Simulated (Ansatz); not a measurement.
# BP (F-43m) in Ansatz: equation of state

Aim: energy against volume of BP in PBEsol, for its equilibrium volume and stiffness.

Program: Ansatz 0.2.0. These are calculated values, not measurements. Logs are shortened: lines on timing, memory, paths and dates and some standing lists are left out, and cuts for length are marked.

**The experiment to reproduce.**

“Equation of state of single-crystal cubic boron phosphide”, 2014, arxiv:1407.1677 reports, for a bulk crystal of BP at 300 K: bulk modulus 179 ± 1 GPa.

The runs below are set against these values where they give the same quantity.

**1. The structure**

It takes space group F-43m (No. 216, cubic). The conventional cell has a = 4.538 Å, b = 4.538 Å, c = 4.538 Å, α = 90.00°, β = 90.00°, γ = 90.00°. P (site symmetry -43m) is surrounded by 4 B at 1.97 Å. B (site symmetry -43m) has 4 P at 1.97 Å as nearest neighbours.

**2. Equation of state, PBEsol**

Potentials or basis: all-electron LAPW, scalar-relativistic.

This step only gathers the single runs of the series.

What came out:

* Equilibrium volume: 11.54 Å³/atom
* Bulk modulus: 169 GPa
* Pressure derivative of the bulk modulus: 3.8

Energy against volume, from the lowest point:
| volume (Å³/atom) | energy (meV/atom) |
| --- | --- |
| 10.981 | 15.11 |
| 11.214 | 4.69 |
| 11.448 | 0.00 |
| 11.682 | 0.51 |
| 11.915 | 5.74 |
| 12.149 | 15.25 |
| 12.383 | 28.66 |

**3. How close it comes**

Step 2. Against the measured bulk modulus of BP, 179 GPa (300 K; “Equation of state of single-crystal cubic boron phosphide”, 2014, arxiv:1407.1677), the calculated 169 GPa is off by -5.4 %. 3 values of this kind are on record (173 to 179 GPa); this one was drawn at random among those near their median, those with a stated uncertainty first. The fit is for a static lattice scaled at fixed shape and fixed fractional positions.
